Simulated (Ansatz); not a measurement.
Runs of Ansatz 0.2.0 on Be. It takes space group P6_3/mmc (No. 194, hexagonal). The conventional cell has a = 2.285 Å, b = 2.285 Å, c = 3.584 Å, α = 90.00°, β = 90.00°, γ = 120.00°. Be (site symmetry -6m2) is surrounded by 12 Be at 2.23 to 2.29 Å. 

```csv
level,cutoff (eV),gap on the mesh (eV),pressure (GPa)
r2SCAN0,500,none,(b)
PBEsol,420,none,-3.9
BLYP,420,none,(c)
LDA,420,none,(a)
r2SCAN,500,none,-2.9
revPBE,420,none,-0.3
HSE06,420,none,-3.4
RPBE,420,none,0.2
```

Alike in all rows: task projected density of states; potentials or basis Ansatz PAW; no spin polarisation; cell as given; k mesh 8 × 8 × 4; smearing fermi-dirac 0.05 eV; the mesh is coarse, so values aren't converged.

Task: Fill in the values left out.

Result: (a) -8.2; (b) -3.3; (c) -2.5.

Caveats: all runs use coarse meshes; the PAW data sets come from PBE, with cores solved anew for the run's functional, which leaves a small shift of forces and pressure; the density of states is complete only up to the lowest level of the last band computed; the thresholds are loose for stress (some runs).

A gap of «none» marks a metal or a gap under the smearing width.

Runs at the PBE level aren't shown here.
